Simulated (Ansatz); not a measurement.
# TiH (Fm-3m): convergence test of the plane-wave cutoff from a Python script

How high a cutoff does TiH (Fm-3m) need? Wanted for TiH (Fm-3m): a convergence test of the plane-wave cutoff.

Computed with Ansatz 0.2.0 through its Python package. Level of theory: DFT PBEsol, plane waves, PAW.

## Step 1: The system

The structure is cubic, space group Fm-3m (No. 225). Conventional cell: a = 4.179 Å, b = 4.179 Å, c = 4.179 Å, α = 90.00°, β = 90.00°, γ = 90.00°. Ti (site symmetry m-3m) is surrounded by 6 H at 2.09 Å. Around H (site symmetry m-3m) lie 6 Ti at 2.09 Å.

No structure file is read: the coordinates are typed or built in the script.

## Step 2: Script

run_ecut.py

```python
'''Convergence of TiH with the plane-wave cutoff.'''

import ansatz as az
import matplotlib.pyplot as plt

structure = (
    az.Lattice.of((0.0, 2.089697, 2.089697), (2.089697, 0.0, 2.089697), (2.089697, 2.089697, 0.0))
    .atom('Ti', (0.0, 0.0, 0.0))
    .atom('H', (0.5, 0.5, 0.5))
)

job = (
    structure.calculation()
    .functional(az.Functional.PBESOL)
    .kpoints(9)
    .occupations(az.OccupationsMethod.FERMI_DIRAC)
)

rows = []
for value in [250, 350, 450, 550, 650, 750]:
    rep = job.basis(value).run().report
    rows.append((value, rep['free_energy_ev'] / len(rep['lattice']['sites']), rep['n_iterations'], rep['n_pw']))

print(' cutoff (eV)   F/atom (eV)    iterations   plane waves')
for row in rows:
    print(f'{str(row[0]):>12s}  {row[1]:12.5f}  {row[2]:12d}  {row[3]:12d}')

# differences from the last row
for row in rows[:-1]:
    shift = 1000 * (row[1] - rows[-1][1])
    print(f'{row[0]}: {shift:+.2f} meV/atom' + ('  (within 5 meV)' if abs(shift) < 5 else ''))
plt.figure(figsize=(4.5, 3))
plt.plot([str(row[0]) for row in rows], [1000 * (row[1] - rows[-1][1]) for row in rows], 'o-')
plt.xlabel('cutoff (eV)')
plt.ylabel('F - F(last) (meV/atom)')
plt.tight_layout()
plt.savefig('ecut.png', dpi=100)
```

## Step 3: What the engine is handed

The package turns the script's settings into the engine's input (first run):

```yaml
crystal:
  lattice:
    - [0.0, 2.089697, 2.089697]
    - [2.089697, 0.0, 2.089697]
    - [2.089697, 2.089697, 0.0]
  atoms:
    - { symbol: Ti, position: [0.0, 0.0, 0.0] }
    - { symbol: H, position: [0.5, 0.5, 0.5] }
basis:
  ecutwfc: 250.0
kpoints:
  mp_grid:
    grid: [9, 9, 9]
hamiltonian:
  xc: pbesol
scf:
  occupations:
    method: fermi_dirac
```

## Step 4: The run

The run is started by

```console
> python run_ecut.py
```

Log:

```text
DeckWarning: basis.ecutwfc = 250 eV is below the records' recommended 420 eV, and the density's cutoff is lower with it unless basis.ecutrho_ratio is high enough to keep the records' density cutoff: compare with a run at a higher cutoff
DeckWarning: basis.ecutwfc = 350 eV is below the records' recommended 420 eV, and the density's cutoff is lower with it unless basis.ecutrho_ratio is high enough to keep the records' density cutoff: compare with a run at a higher cutoff
 cutoff (eV)   F/atom (eV)    iterations   plane waves
         250   -1244.63622             7           169
         350   -1245.17645             6           283
         450   -1245.18425             6           411
         550   -1245.18494             6           531
         650   -1245.18516             6           701
         750   -1245.18529             6           869
250: +549.06 meV/atom
350: +8.84 meV/atom
450: +1.04 meV/atom  (within 5 meV)
550: +0.35 meV/atom  (within 5 meV)
650: +0.13 meV/atom  (within 5 meV)
```

(Warnings from the package without file and line.)

Wall time 4.3 s (1 thread of Arm Neoverse V2, shared host); peak memory 0.38 GiB.

## Step 5: What changed from run to run

The engine's inputs for some of the other runs:

Run 2, against run 1:

```diff
@@ -10 +10 @@
-  ecutwfc: 250.0
+  ecutwfc: 350.0
```

Run 4, against run 1:

```diff
@@ -10 +10 @@
-  ecutwfc: 250.0
+  ecutwfc: 550.0
```

Run 6, against run 1:

```diff
@@ -10 +10 @@
-  ecutwfc: 250.0
+  ecutwfc: 750.0
```

Lines on the test bed's own set-up are left out of the output.

## Step 6: The runs side by side

The 6 runs, in the order started:

| run | cutoff (eV) | energy from run 6 (meV/atom) | SCF cycles | CPU time (s) |
| --- | --- | --- | --- | --- |
| 1 | 250 | 549.06 | 7 | 0.36 |
| 2 | 350 | 8.84 | 6 | 0.31 |
| 3 | 450 | 1.04 | 6 | 0.43 |
| 4 | 550 | 0.35 | 6 | 0.45 |
| 5 | 650 | 0.13 | 6 | 0.62 |
| 6 | 750 | 0.00 | 6 | 0.7 |

Energies are free energies F = E - TS of the smeared occupations. 

## Step 7: Outcome

```
                              quantity           value
                         runs compared               6
       last run but one, from the last  +0.13 meV/atom
within 5 meV/atom of the last run from             450
```

**Reading.** Runs 1, 2: each has a cutoff under the recommended one, so what rests on them isn't a property of the system. From 450 eV on it stays within 5 meV an atom of the value at 750 eV; the first row (250 eV) is off by 549.1 meV and the last but one by 0.13 meV. The energy falls steadily, as expected when plane waves are added. Notes:
- The mesh is modest for a metal, so energies can be off by several to tens of meV an atom and pressures by half a GPa or more; differences at equal mesh fare better.
- The structure comes from a database of computed cells and needn't be a stable or known phase.
- Shifts are counted from the last row, which is itself no proven limit.
